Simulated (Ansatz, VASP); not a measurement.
# Cross-check of HfO2 between VASP and Ansatz

One calculation is typed for both programs; each brings its own data sets. How far apart do they land? The structure shown is the end of the Ansatz relaxation below.

Calculated with Ansatz 0.2.0; plane waves, with VASP 6.6.1 beside it; single point at PBEsol.

### Step 1. The starting structure

The structure is orthorhombic, space group Pca2_1 (No. 29). Conventional cell: a = 5.166 Å, b = 4.951 Å, c = 4.959 Å, α = 90.00°, β = 90.00°, γ = 90.00°. Nearest to Hf lie 7 O at 2.01 to 2.19 Å. Nearest to O lie 3 Hf at 2.01 to 2.14 Å. Nearest to O lie 4 Hf at 2.10 to 2.19 Å. Farther neighbours and most contacts between anions are not listed.

### Step 2. Ansatz: relaxation, PBEsol

Ansatz runs on its PAW soft_1 files.

This run makes the geometry at which the two programs are then compared.

input.yaml

```yaml
crystal:
  lattice:
    - [5.2286293668, 0.0, 0.0]
    - [0.0, 5.0178188899, 0.0]
    - [0.0, 0.0, 5.0422500836]
  atoms:
    - { symbol: Hf, position: [0.9671097777, 0.7324278602, 0.7526445517] }
    - { symbol: Hf, position: [0.0328902223, 0.2675721398, 0.2526445517] }
    - { symbol: Hf, position: [0.4671097777, 0.2675721398, 0.7526445517] }
    - { symbol: Hf, position: [0.5328902223, 0.7324278602, 0.2526445517] }
    - { symbol: O, position: [0.6319774047, 0.9282762802, 0.8902417755] }
    - { symbol: O, position: [0.3680225953, 0.0717237198, 0.3902417755] }
    - { symbol: O, position: [0.1319774047, 0.0717237198, 0.8902417755] }
    - { symbol: O, position: [0.8680225953, 0.9282762802, 0.3902417755] }
    - { symbol: O, position: [0.7659856406, 0.4596735089, 0.0011136727] }
    - { symbol: O, position: [0.2340143594, 0.5403264911, 0.5011136727] }
    - { symbol: O, position: [0.2659856406, 0.5403264911, 0.0011136727] }
    - { symbol: O, position: [0.7340143594, 0.4596735089, 0.5011136727] }
kpoints:
  mp_grid: { grid: [6, 6, 6] }
scf:
  occupations: { method: fermi_dirac, width: 0.02 }
hamiltonian:
  xc: pbesol
  pseudopotentials: { kind: paw, azcp: { folder: soft_1 }, xc_functional: pbe }
basis:
  ecutwfc: 600
output:
  forces: true
  stress: true
relax:
  f_tol: 0.005
  max_steps: 70
  cell: { stress_tol: 0.02, p_target: 10 }
```

Command:

```console
ansatz run input.yaml --threads 4 --pin off --max-ram 10240MiB --backend cpu --events-out ev --progress --plain --runs-dir out
```

Numbers of over 12 decimals in the logs are rounded to 6 here.

Output:

```text
Engine: ansatz 0.2.0, x86_64-unknown-linux-gnu
Pseudopotentials: kind: paw
Pseudopotential: Hf, paw, valence charge 26, recommended cutoff 420 eV (normal), soft_1/Hf.paw.azcp
Pseudopotential: O, paw, valence charge 6, recommended cutoff 420 eV (normal), soft_1/O.paw.azcp
Functional definition: PBEsol
  exchange = pbesol_x
  correlation = pbesol_c
Crystal: 12 atoms, lattice volume = 132.290 Å³
Basis set: ecut = 600 eV, 4433 PW (Γ), exchange–correlation on 90×90×90 points (8 copies of the dense FFT grid, shifted against one another)
Bands: 92, of which v1, the nominal top of the filled ones, is band 76 counted from 1 (75 counted from 0)
Symmetry: 4 space group operations
Space group: Pca21 (ITA 29), of the structure as read, at distance tolerance 5.1e-5 Å
k-points: 64 of 216 (time reversal used)
Non-local potential: Hf, projectors of the file, l = 0: 3, l = 1: 2, l = 2: 2, l = 3: 3
Non-local potential: O, projectors of the file, l = 0: 2, l = 1: 2, l = 2: 1
PAW form: soft (Blöchl's): semilocal exchange-correlation on the pseudo side does not see the compensation charge
PAW frozen core: Hf, regenerated for the run's functional, and the local potential with it (the file was generated under x = pbe(κ = 0.804, μ = 0.219515), c = pbe(β = 0.066725))
PAW frozen core: O, regenerated for the run's functional, and the local potential with it (the file was generated under x = pbe(κ = 0.804, μ = 0.219515), c = pbe(β = 0.066725))
PAW one-centre angular grid: Hf, 590 points (default); XC on 64 Gauss nodes
PAW one-centre angular grid: O, 110 points (default); XC on 64 Gauss nodes
Initial density: superposition of atomic densities (chi_scale 0.1, normalization cell, long waves kept (reshape's long-wave potential 0.01 eV rms))
Initial wavefunctions: pseudopotential atomic-orbital guess
Functional: x = pbesol(κ = 0.804, μ = 0.123457), c = pbesol(β = 0.046)
SCF iter   1: F=—  HF=-66906.766866 eV  |F-HF|=—  |Δ(HF+E_count)|=         —  Δρ=9.36e-2  dr2=8.94e0  ethr=3.10e-3  ⟨swp⟩=6.0  Hψ=17730  notcnv=0  defer=178
preconditioner: auto → Resta (q_TF=auto, 2.792 Å⁻¹)  ε∞=5.1  [insulator: Δε(μ)=3.361 eV  Ē_g=19.187 eV  σ=0.020 eV  W_gap=1.00  n_scr=52 (ndim 8)  ℏωp=38.7 eV  f_vac=0.000  D(μ)=0.00/eV (n_scr^D=0)  ε∞_Penn≈5.1]
SCF iter   2: F=—  HF=-66904.739167 eV  |F-HF|=—  |Δ(HF+E_count)|=    2.03e0  Δρ=4.24e-2  dr2=2.04e0  ethr=3.10e-3  ⟨swp⟩=2.9  Hψ=12049  notcnv=0  defer=606
SCF iter   3: F=—  HF=-66904.177019 eV  |F-HF|=—  |Δ(HF+E_count)|=   5.62e-1  Δρ=2.22e-2  dr2=5.96e-1  ethr=1.34e-3  ⟨swp⟩=2.0  Hψ=9198  notcnv=0  defer=606
SCF iter   4: F=—  HF=-66904.036795 eV  |F-HF|=—  |Δ(HF+E_count)|=   1.40e-1  Δρ=8.42e-3  dr2=5.48e-2  ethr=3.92e-4  ⟨swp⟩=3.0  Hψ=10941  notcnv=0  defer=606
SCF iter   5: F=—  HF=-66904.065783 eV  |F-HF|=—  |Δ(HF+E_count)|=   2.90e-2  Δρ=3.34e-3  dr2=1.74e-2  ethr=3.61e-5  ⟨swp⟩=2.0  Hψ=9654  notcnv=0  defer=607
SCF iter   6: F=—  HF=-66904.057582 eV  |F-HF|=—  |Δ(HF+E_count)|=   8.20e-3  Δρ=8.50e-4  dr2=8.06e-4  ethr=1.15e-5  ⟨swp⟩=2.0  Hψ=10588  notcnv=0  defer=606
SCF iter   7: F=—  HF=-66904.058692 eV  |F-HF|=—  |Δ(HF+E_count)|=   1.11e-3  Δρ=5.09e-4  dr2=2.48e-4  ethr=5.30e-7  ⟨swp⟩=2.0  Hψ=10193  notcnv=0  defer=606
SCF iter   8: F=—  HF=-66904.058703 eV  |F-HF|=—  |Δ(HF+E_count)|=   1.12e-5  Δρ=2.97e-4  dr2=9.05e-5  ethr=1.63e-7  ⟨swp⟩=2.0  Hψ=9165  notcnv=0  defer=606
SCF iter   9: F=—  HF=-66904.058593 eV  |F-HF|=—  |Δ(HF+E_count)|=   1.10e-4  Δρ=4.62e-5  dr2=1.89e-6  ethr=5.96e-8  ⟨swp⟩=2.0  Hψ=9424  notcnv=0  defer=606
SCF iter  10: F=-66904.058595 eV  HF=-66904.058595 eV  |F-HF|=3.14e-8  |Δ(HF+E_count)|=   1.46e-6  Δρ=8.18e-6  dr2=7.34e-8  ethr=6.58e-11  ⟨swp⟩=3.5  Hψ=24464  notcnv=0
SCF 1 converged in 10 iterations: F = -66904.058595 eV  dr2 = 7.34e-8
  greatest PAW one-centre occupation: 0.999 electrons in one spin orbital (limit 2), on the Hf atom at site 2 (counted from 0), in its partial waves of l = 3
relax step   1: F+E_penalty+E_count = -66904.05859463 eV  Δ(F+E_penalty+E_count) = +0.000e0 eV  max|allowed force component| = 1.852e-3 eV/Å  Δτ_max = 0.0000 Å  P = -0.016 GPa  Ω = 132.290 Å³  (10 SCF iters, dr2 threshold 1.00e-7 eV, accepted)
[...]
relax step   5: F+E_penalty+E_count = -66903.90789356 eV  Δ(F+E_penalty+E_count) = +6.277e-3 eV  max|allowed force component| = 3.565e-2 eV/Å  Δτ_max = 0.0344 Å  P = +9.800 GPa  Ω = 127.088 Å³  energy of the carried Pulay correction = +7.835e-4 eV  (11 SCF iters, accepted)
[...]
relax step   6: F+E_penalty+E_count = -66903.89491883 eV  Δ(F+E_penalty+E_count) = +1.297e-2 eV  max|allowed force component| = 1.070e-2 eV/Å  Δτ_max = 0.0143 Å  P = +9.966 GPa  Ω = 126.859 Å³  energy of the carried Pulay correction = +8.186e-4 eV  (6 SCF iters, dr2 threshold 1.95e-7 eV, accepted)
[...]
relax step   7: F+E_penalty+E_count = -66903.89477582 eV  Δ(F+E_penalty+E_count) = +1.430e-4 eV  max|allowed force component| = 1.141e-3 eV/Å  Δτ_max = 0.0014 Å  P = +9.999 GPa  Ω = 126.856 Å³  energy of the carried Pulay correction = +8.192e-4 eV  (5 SCF iters, dr2 threshold 1.06e-8 eV, accepted)
[...]
relax step   8: F+E_penalty+E_count = -66903.89396761 eV  Δ(F+E_penalty+E_count) = +8.082e-4 eV  max|allowed force component| = 1.115e-3 eV/Å  Δτ_max = 0.0000 Å  P = +9.998 GPa  Ω = 126.856 Å³  stress off target by 5.90e-3 GPa  SCF on the basis re-selected at this cell (its energy is not comparable with the rows above)  (6 SCF iters)
basis re-selected at this cell: Δ(F+E_penalty+E_count) = +8.082e-4 eV, ΔP = -0.001 GPa vs the last step (what re-selecting the basis moved, of the pressure what is left beyond the Pulay correction that the steps carried, after the strain that the cell walked since its last selection, with what the two solves' SCF thresholds leave and, on support functions, any second-order correction that the steps lacked; it is no measure of the basis error at this ecutwfc). The dense FFT grid was sized anew with the basis: this SCF ran on 45×40×40 points, the steps before it on 45×45×45, so part of this shift can come from that change (see relax.cell in the input reference). [rest of the remark cut]
SCF converged after 6 iterations
Free energy (F): -66903.893968 eV
Harris-Foulkes:  -66903.893968 eV  (|F-HF|=1.46e-11)
Internal energy: -66903.893968 eV  (E = F + TS)
E sigma→0 (E₀):  -66903.893968 eV
Fermi energy:    16.730440 eV
--- Per-component energies (eV) ---
  E_band       = 81.700556
  E_kinetic    = 2984.241414
  E_local      = -27881.701156  (includes V_loc(G=0)·N_el)
  E_nonlocal   = 710.536289
  E_hartree    = 13321.091610
  E_xc         = -1627.555138
  E_vxc        = -1749.434687  (∫ρ·V_xc dr)
  E_paw        = -31578.697756  (= ΣΔE_a)
  E_vpaw       = -624.126246  (= ΣTr[D̂ρ^β])
  E_aug_tail   = 0.001691  (compensation charges beyond the density's cutoff)
  E_ewald      = -22837.097450
  E_core_change = 5.286528  (= ΣΔE_core)
  E_smearing   = -0.000000  (= −TS)
  E_closure    = -0.000000  (closes the sum)
  Σ components = -66903.893968   (vs F -66903.893968, Δ=0.00e0)
--- Forces (eV/Å), atoms counted from 1 ---
  atom   1  Hf    -0.00053416     0.00043072    -0.00033271
  atom   2  Hf     0.00053416    -0.00043072    -0.00033271
  atom   3  Hf    -0.00053416    -0.00043072    -0.00033271
  atom   4  Hf     0.00053416     0.00043072    -0.00033271
  atom   5  O      0.00038789    -0.00046533     0.00000564
  atom   6  O     -0.00038789     0.00046533     0.00000564
  atom   7  O      0.00038789     0.00046533     0.00000564
  atom   8  O     -0.00038789    -0.00046533     0.00000564
  atom   9  O     -0.00018379     0.00111521     0.00032734
  atom  10  O      0.00018379    -0.00111521     0.00032734
  atom  11  O     -0.00018379    -0.00111521     0.00032734
  atom  12  O      0.00018379     0.00111521     0.00032734
  max |Σ_I F_I| component: 1.08e-6 eV/Å
--- Stress (GPa, compression-positive) ---
        9.998574       0.000000       0.000000
        0.000000      10.002198       0.000000
        0.000000       0.000000       9.994097
  P = ⅓ Tr σ = 9.9983 GPa (99.983 kbar)
--- Relaxed structure (7 steps of the walk, 6 accepted, 1 SCFs on fresh bases) ---
  F+E_penalty+E_count = -66903.89396761 eV   max|allowed force component| = 1.115e-3 eV/Å   (the final SCF, on the basis selected at the relaxed cell)
  cell:  # Å, volume = 126.8559 Å³
    - [5.166236, 0.0, 0.0]
    - [0.0, 4.951228, 0.0]
    - [0.0, 0.0, 4.959335]
  atoms:
    - { symbol: Hf, position: [0.966499, 0.730824, 0.757010] }
    - { symbol: Hf, position: [0.033501, 0.269176, 0.257010] }
    - { symbol: Hf, position: [0.466499, 0.269176, 0.757010] }
    - { symbol: Hf, position: [0.533501, 0.730824, 0.257010] }
    - { symbol: O, position: [0.624611, 0.919685, 0.881339] }
    - { symbol: O, position: [0.375389, 0.080315, 0.381339] }
    - { symbol: O, position: [0.124611, 0.080315, 0.881339] }
    - { symbol: O, position: [0.875389, 0.919685, 0.381339] }
    - { symbol: O, position: [0.759935, 0.454196, 0.00565111] }
    - { symbol: O, position: [0.240065, 0.545804, 0.505651] }
    - { symbol: O, position: [0.259935, 0.545804, 0.00565111] }
    - { symbol: O, position: [0.740065, 0.454196, 0.505651] }
```

Reading the cycles: dr2 is the Hartree energy of the density residual (eV), the measure of convergence; HF is the Harris–Foulkes estimate of the energy, which meets the free energy F at convergence.

(Continued in part 2 of 3.)

[Lines on the potential files, build, host, timing and source positions are cut from VASP's logs without a mark.]

[Logs are printed without paths, hosts, clocks, repeated set-up lines and the standing remarks that a program may print on its own settings, such as how far it seeks lower states.]

[Hosts, paths, dates, database ids (printed as entryN), source tags and the programs' standing remarks are cut or masked in the printed files.]
